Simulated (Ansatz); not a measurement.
# Response to strain in InCuS2

Start from InCuS$_{2}$ in the chalcopyrite structure (space group I-42d, No. 122; a = 5.577 Å, c = 11.234 Å). Axes: x, y, z lie along a, b, c of the conventional cell.

Strains are applied to the cell and any free atomic positions relax; under biaxial strain the out-of-plane vector relaxes too.

All numbers come from PBE (Ansatz, a first-principles code; PAW; 420 eV plane waves; no spin-orbit coupling).

Candidates:
(a) isotropic strain +1.10 %
(b) biaxial strain +4.73 %, plane normal [001], relaxed out of plane
(c) isotropic strain +2.40 %

Notes on the quantities. energy relative to the base: free energy F.

Problem. Order them by energy relative to the base, lowest first.

Solution. (a) isotropic strain +1.10 % (+4.6 meV/atom), (b) biaxial strain +4.73 %, plane normal [001], relaxed out of plane (+19 meV/atom), (c) isotropic strain +2.40 % (+21 meV/atom)

No phonon test of stability was made. The final runs are not spin-polarised.
